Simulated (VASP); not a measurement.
# TiSe2 (P-3m1) in VASP: relaxation of cell and atoms with PBE+D3(BJ)

Aim: the relaxation of cell and atoms of TiSe2 with PBE+D3(BJ).

The COD entry that gives the cell may itself be a prediction, so a difference from it is no test against experiment.

Program: VASP 6.6.1. These are calculated values, not measurements. Logs are shortened: lines on timing, memory, paths and dates and some standing lists are left out, and cuts for length are marked.

### 1 The crystal as given

The structure is trigonal, space group P-3m1 (No. 164). Conventional cell: a = 3.536 Å, b = 3.536 Å, c = 6.004 Å, α = 90.00°, β = 90.00°, γ = 120.00°. Ti (site symmetry -3m) has 6 Se at 2.55 Å as nearest neighbours. Around Se (site symmetry 3m) lie 3 Ti at 2.55 Å.

### 2 Relaxation of cell and atoms, PBE+D3(BJ)

The input, INCAR:

```
  ALGO = Fast
  EDIFF = 1E-7
  EDIFFG = -0.004
  ENCUT = 600
  GGA = PE
  IBRION = 2
  ISIF = 3
  ISMEAR = 0
  IVDW = 12
  LASPH = T
  LCHARG = F
  LREAL = F
  LWAVE = F
  NELM = 60
  NSW = 80
  PREC = Accurate
  SIGMA = 0.02
```

The input, KPOINTS:

```
k-points
0
Gamma
  9 9 6
```

The input, POSCAR:

```
TiSe2
1.0
    3.5360000000      0.0000000000      0.0000000000
   -1.7680000000      3.0622658300      0.0000000000
    0.0000000000      0.0000000000      6.0040000000
Ti Se
1 2
Direct
    0.0000000000      0.0000000000      0.0000000000
    0.3333333300      0.6666666700      0.2552000000
    0.6666666700      0.3333333300      0.7448000000
```

Potentials or basis: VASP PAW PBE potentials, release 64 (Ti_sv, Se).

Started as:

```
cat potpaw_PBE.64/Ti_sv/POTCAR potpaw_PBE.64/Se/POTCAR > POTCAR
mpirun -np 1 vasp_std > vasp.out
```

OUTCAR:

```text
EDIFF = 1E-7
   EDIFFG = -0.004
   ENCUT = 600
   GGA = PE
   IBRION = 2
   ISIF = 3
   ISMEAR = 0
   IVDW = 12
   LASPH = T
   LREAL = F
   NELM = 60
   NSW = 80
   PREC = Accurate
 IVDW          = 12

 ion  position               nearest neighbor table
   1  0.000  0.000  0.000-   2 2.55   3 2.55   3 2.55   2 2.55   3 2.55   2 2.55
   2  0.333  0.667  0.255-   1 2.55   1 2.55   1 2.55
   3  0.667  0.333  0.745-   1 2.55   1 2.55   1 2.55

  LATTYP: Found a hexagonal cell.
 ALAT       =     3.5360000000
 C/A-ratio  =     1.6979638009

  Lattice vectors:

 A1 = (   3.5360000000,   0.0000000000,   0.0000000000)
 A2 = (  -1.7680000000,   3.0622658300,   0.0000000000)
 A3 = (   0.0000000000,   0.0000000000,   6.0040000000)

Analysis of symmetry for initial positions (statically):
=====================================================================
 Subroutine PRICEL returns:
 Original cell was already a primitive cell.

 Routine SETGRP: Setting up the symmetry group for a
 hexagonal supercell.

 Subroutine GETGRP returns: Found 12 space group operations
 (whereof 12 operations were pure point group operations)
 out of a pool of 24 trial point group operations.

The static configuration has the point symmetry D_3d.

Analysis of symmetry for dynamics (positions and initial velocities):
=====================================================================
 Subroutine PRICEL returns:
 Original cell was already a primitive cell.

 Routine SETGRP: Setting up the symmetry group for a
 hexagonal supercell.

 Subroutine GETGRP returns: Found 12 space group operations
 (whereof 12 operations were pure point group operations)
 out of a pool of 24 trial point group operations.

The dynamic configuration has the point symmetry D_3d.

 Subroutine INISYM returns: Found 12 space group operations
 (whereof 12 operations are pure point group operations),
 and found     1 'primitive' translations

----------------------------------------------------------------------------------------

                                     Primitive cell

  volume of cell :      65.0123

  direct lattice vectors                    reciprocal lattice vectors
     3.536000000  0.000000000  0.000000000     0.282805430  0.163277791  0.000000000
    -1.768000000  3.062265830  0.000000000     0.000000000  0.326555582  0.000000000
     0.000000000  0.000000000  6.004000000     0.000000000  0.000000000  0.166555630

  length of vectors
     3.536000000  3.536000002  6.004000000     0.326555582  0.326555582  0.166555630

  position of ions in fractional coordinates (direct lattice)
     0.000000000  0.000000000  0.000000000
     0.333333330  0.666666670  0.255200000
     0.666666670  0.333333330  0.744800000

  ion indices of the primitive-cell ions
   primitive index   ion index
                 1           1
                 2           2
                 3           3

----------------------------------------------------------------------------------------

 KPOINTS: k-points

Automatic generation of k-mesh.
 Grid dimensions read from file:
 generate k-points for:    9    9    6

 Generating k-lattice:

  Cartesian coordinates                     Fractional coordinates (reciprocal lattice)
     0.031422826  0.018141977  0.000000000     0.111111111  0.000000000  0.000000000
     0.000000000  0.036283954  0.000000000     0.000000000  0.111111111  0.000000000
     0.000000000  0.000000000  0.027759272     0.000000000  0.000000000  0.166666667

  Length of vectors
     0.036283954  0.036283954  0.027759272

  Shift w.r.t. Gamma in fractional coordinates (k-lattice)
     0.000000000  0.000000000  0.000000000

 Subroutine IBZKPT returns following result:
 ===========================================

 Found     62 irreducible k-points:

 Following reciprocal coordinates:
            Coordinates               Weight
  0.000000  0.000000  0.000000      1.000000
  0.111111 -0.000000  0.000000      6.000000
  0.222222  0.000000  0.000000      6.000000
  0.333333  0.000000  0.000000      6.000000
  0.444444  0.000000  0.000000      6.000000
  0.111111  0.111111  0.000000      6.000000
[... 16 lines left out ...]
  0.222222  0.111111  0.166667     12.000000
 -0.111111  0.333333  0.166667     12.000000
 [... further k-points ...]
   k-points           NKPTS =     62   k-points in BZ     NKDIM =     62   number of bands    NBANDS=     16
   number of dos      NEDOS =    301   number of ions     NIONS =      3
   total plane-waves  NPLWV =  37632
   dimension x,y,z NGX =    28 NGY =   28 NGZ =   48
   dimension x,y,z NGXF=    56 NGYF=   56 NGZF=   96
   ions per type =               1   2
   NGX,Y,Z   is equivalent  to a cutoff of  13.16, 13.16, 13.29 a.u.
   NGXF,Y,Z  is equivalent  to a cutoff of  26.33, 26.33, 26.58 a.u.
 SYSTEM =  unknown system
   PREC   = accura    normal or accurate (medium, high low for compatibility)
   ISTART =      0    job   : 0-new  1-cont  2-samecut
   ICHARG =      2    charge: 1-file 2-atom 10-const
   ISPIN  =      1    spin polarized calculation?
   LNONCOLLINEAR =      F non collinear calculations
   LSORBIT =      F    spin-orbit coupling
   LASPH  =      T    aspherical Exc in radial PAW
   ENCUT  =  600.0 eV  44.10 Ry    6.64 a.u.   7.06  7.06 11.99*2*pi/ulx,y,z
   NELM   =     60;   NELMIN=  2; NELMDL= -5     # of ELM steps
   EDIFF  = 0.1E-06   stopping-criterion for ELM
   LREAL  =      F    real-space projection
   EDIFFG = -.4E-02   stopping-criterion for IOM
   NSW    =     80    number of steps for IOM
   IBRION =      2    ionic relax: 0-MD 1-quasi-New 2-CG
   NFREE  =      1    steps in history (QN), initial steepest desc. (CG)
   ISIF   =      3    stress and relaxation
   ISYM   =      2    0-nonsym 1-usesym 2-fastsym
   POTIM  = 0.5000    time-step for ionic-motion
   TEBEG  =    0.0;   TEEND  =   0.0 temperature during run
   PSTRESS=    0.0 pullay stress
   NELECT =      24.0000    total number of electrons
   NUPDOWN=      -1.0000    fix difference up-down
   EMIN   =  10.00;   EMAX   =-10.00  energy-range for DOS
   EFERMI =   0.00;   METHOD = LEGACY
   ISMEAR =     0;   SIGMA  =   0.02  broadening in eV -4-tet -1-fermi 0-gaus
   EFERMI_NEDOS =   21; number of points for ismear=-14 and -15
   IALGO  =     68    algorithm
   IMIX   =      4    mixing-type and parameters
     AMIX     =   0.40;   BMIX     =  1.00
     AMIX_MAG =   1.60;   BMIX_MAG =  1.00
  volume/ion in A,a.u.               =      21.67       146.24
  Fermi-wavevector in a.u.,A,eV,Ry     =   1.174393  2.219280 18.765127  1.379198
  Thomas-Fermi vector in A             =   2.310790
   LORBIT       =      0    0 simple, 1 ext, 2 COOP (PROOUT), +10 PAW based schemes
   GGA     = PE    functional components
   LHFCALC =     F    Hartree Fock is set to
   AEXX    =    0.0000 exact exchange contribution
   IVDW    =    12    specifies the selected vdW correction
   LEPSILON=     F    determine dielectric tensor
   LRPA    =     F    only Hartree local field effects (RPA)
 conjugate gradient relaxation of ions
 non-spin polarized calculation
 RMM-DIIS sequential band-by-band and
 Gauss-broadening in eV      SIGMA  =   0.02
  energy-cutoff  :      600.00
  volume of cell :       65.01
 maximum number of plane-waves:      2193
   NGX = 15   NGY = 15   NGZ = 23

--------------------------------------- Ionic step        1  -------------------------------------------

 number of electron      24.0000001 magnetization

 Free energy of the ion-electron system (eV)
  ---------------------------------------------------
  ext. energy  EPLUGINS =         0.00000000
  ---------------------------------------------------
  free energy    TOTEN  =       -18.17855903 eV

  energy without entropy =      -18.17826168  energy(sigma->0) =      -18.17841035

 E-fermi :   4.8201     XC(G=0):  -9.9975

 val. band max:        4.8120580554   @ k =   0.0000   0.3333   0.3333
 cond. band min:       4.8242975964   @ k =   0.4444   0.0000   0.3333
 fundamental gap:      0.0122395409
 Fermi energy:         4.8201139059

 k-point     1 :       0.0000    0.0000    0.0000
  band No.  band energies     occupation
      1     -52.8181      2.00000
      2     -29.0443      2.00000
      3     -29.0338      2.00000
      4     -29.0338      2.00000
      5      -9.1599      2.00000
      6      -7.7316      2.00000
[... 8 lines left out ...]
     15       5.4568      0.00000
     16       8.1091      0.00000
[... 420 lines left out ...]
  band No.  band energies     occupation
      1     -52.8134      2.00000
      2     -29.0871      2.00000
      3     -29.0498      2.00000
      4     -29.0320      2.00000
      5      -8.3033      2.00000
      6      -7.5392      2.00000
[... 8 lines left out ...]
     15       6.5412      0.00000
     16       7.3216      0.00000

 [... further k-points ...]

------------------------ aborting loop because EDIFF is reached ----------------------------------------

 Edisp (eV)   -1.27747

 E8    (eV) :    -0.5543

  FORCE on cell =-STRESS in cart. coord.  units (eV):
  Direction    XX          YY          ZZ          XY          YZ          ZX
  --------------------------------------------------------------------------------------
  -------------------------------------------------------------------------------------
  Total      -0.83187    -0.83187    -0.35750    -0.00000     0.00000     0.00000
  in kB     -20.50069   -20.50069    -8.81020    -0.00000     0.00000     0.00000
  external pressure =      -16.60 kB  Pullay stress =        0.00 kB
[... 100 lines left out ...]
  FREE ENERGIE OF THE ION-ELECTRON SYSTEM (eV)
  ---------------------------------------------------
  free  energy   TOTEN  =       -19.4661990238 eV

  energy  without entropy=      -19.4659609567  energy(sigma->0) =      -19.46607999

[... ionic steps 4 to 8 ...]

--------------------------------------- Ionic step        9  -------------------------------------------

 number of electron      24.0000002 magnetization

------------------------ aborting loop because EDIFF is reached ----------------------------------------

 Edisp (eV)   -1.34971

 E8    (eV) :    -0.5855
[... 71 lines left out ...]
  energy  without entropy=      -19.4790826064  energy(sigma->0) =      -19.47917649

--------------------------------------- Ionic step       11  -------------------------------------------

 number of electron      24.0000002 magnetization

 Free energy of the ion-electron system (eV)
  ---------------------------------------------------
  ext. energy  EPLUGINS =         0.00000000
  ---------------------------------------------------
  free energy    TOTEN  =       -18.12926917 eV

  energy without entropy =      -18.12907887  energy(sigma->0) =      -18.12917402

 E-fermi :   5.3498     XC(G=0): -10.2945

 val. band max:        5.3299338248   @ k =   0.0000   0.3333   0.3333
 cond. band min:       5.3631777188   @ k =   0.4444   0.0000   0.3333
 fundamental gap:      0.0332438940
 Fermi energy:         5.3498028900

 k-point     1 :       0.0000    0.0000    0.0000
  band No.  band energies     occupation
      1     -52.1550      2.00000
      2     -28.3916      2.00000
      3     -28.3724      2.00000
      4     -28.3724      2.00000
      5      -8.8317      2.00000
      6      -7.2193      2.00000
[... 8 lines left out ...]
     15       5.9750      0.00000
     16       8.6687      0.00000
[... 420 lines left out ...]
  band No.  band energies     occupation
      1     -52.1491      2.00000
      2     -28.4349      2.00000
      3     -28.3912      2.00000
      4     -28.3769      2.00000
      5      -7.9041      2.00000
      6      -7.0153      2.00000
[... 8 lines left out ...]
     15       7.2194      0.00000
     16       7.9477      0.00000

 [... further k-points ...]

------------------------ aborting loop because EDIFF is reached ----------------------------------------

 Edisp (eV)   -1.35001

 E8    (eV) :    -0.5856

  FORCE on cell =-STRESS in cart. coord.  units (eV):
  Direction    XX          YY          ZZ          XY          YZ          ZX
  --------------------------------------------------------------------------------------
  -------------------------------------------------------------------------------------
  Total       0.01115     0.01115     0.00458    -0.00000    -0.00000     0.00000
  in kB       0.28977     0.28977     0.11910    -0.00000    -0.00000     0.00000
  external pressure =        0.23 kB  Pullay stress =        0.00 kB
[... 18 lines left out ...]
  FREE ENERGIE OF THE ION-ELECTRON SYSTEM (eV)
  ---------------------------------------------------
  free  energy   TOTEN  =       -19.4792783446 eV

  energy  without entropy=      -19.4790880411  energy(sigma->0) =      -19.47918319

 reached required accuracy - stopping structural energy minimisation
```

It took 10 min on 1 thread of Intel Xeon Platinum 8488C (Sapphire Rapids), shared host; peak memory 0.27 GiB.

Results:

```
Free energy                            : -19.4793 eV
Relaxed volume                         : 20.55 Å³/atom
Relaxed cell                           : a = 3.485 Å, b = 3.485 Å, c = 5.861 Å, α = 90.00°, β = 90.00°, γ = 120.00°
Space group after relaxing (to 0.05 Å) : P-3m1 (No. 164)
Energy gained by relaxing              : 7.8 meV/atom
Ionic steps                            : 11
Pressure after relaxing                : 0.0 GPa
Band gap on the k mesh                 : none (metal or under the smearing width)
Dispersion energy per atom             : -0.450 eV
```

The path:
| step | energy change (eV) | largest force (eV/Å) | pressure (GPa) | volume (Å³) |
| --- | --- | --- | --- | --- |
| 1 | 0.0000 | 0.1000 | -1.66 | 65.01 |
| 2 | -0.0095 | 0.3419 | 0.85 | 62.92 |
| 3 | -0.0102 | 0.2909 | 0.30 | 63.34 |
| 4 | -0.0162 | 0.1328 | 0.02 | 62.97 |
| 5 | -0.0170 | 0.0520 | -0.12 | 62.77 |
| 6 | -0.0195 | 0.0399 | -0.11 | 62.51 |
| 7 | -0.0232 | 0.0008 | -0.03 | 61.71 |
| 8 | -0.0233 | 0.0059 | -0.03 | 61.63 |
| 9 | -0.0232 | 0.0046 | -0.02 | 61.65 |
| 10 | -0.0232 | 0.0105 | 0.05 | 61.61 |
| 11 | -0.0233 | 0.0008 | 0.02 | 61.64 |

Final structure:
```yaml
crystal:
  lattice:
    - [3.48479, 0.00000, 0.00000]
    - [-1.74240, 3.01792, 0.00000]
    - [0.00000, 0.00000, 5.86063]
  atoms:
    - { symbol: Ti, position: [0.00000, 0.00000, 0.00000] }
    - { symbol: Se, position: [0.33333, 0.66667, 0.26476] }
    - { symbol: Se, position: [0.66667, 0.33333, 0.73524] }
```

Levels at points of the mesh, in eV from the Fermi level:
| k point | band 10 | band 11 | band 12 | band 13 | band 14 | band 15 |
| --- | --- | --- | --- | --- | --- | --- |
| (0.00, 0.00, 0.00) | 0.39 | 0.53 | 0.53 | 0.60 | 0.63 | 0.63 |
| (0.00, 0.00, 0.50) | -2.15 | 0.31 | 0.31 | 0.51 | 0.51 | 1.30 |
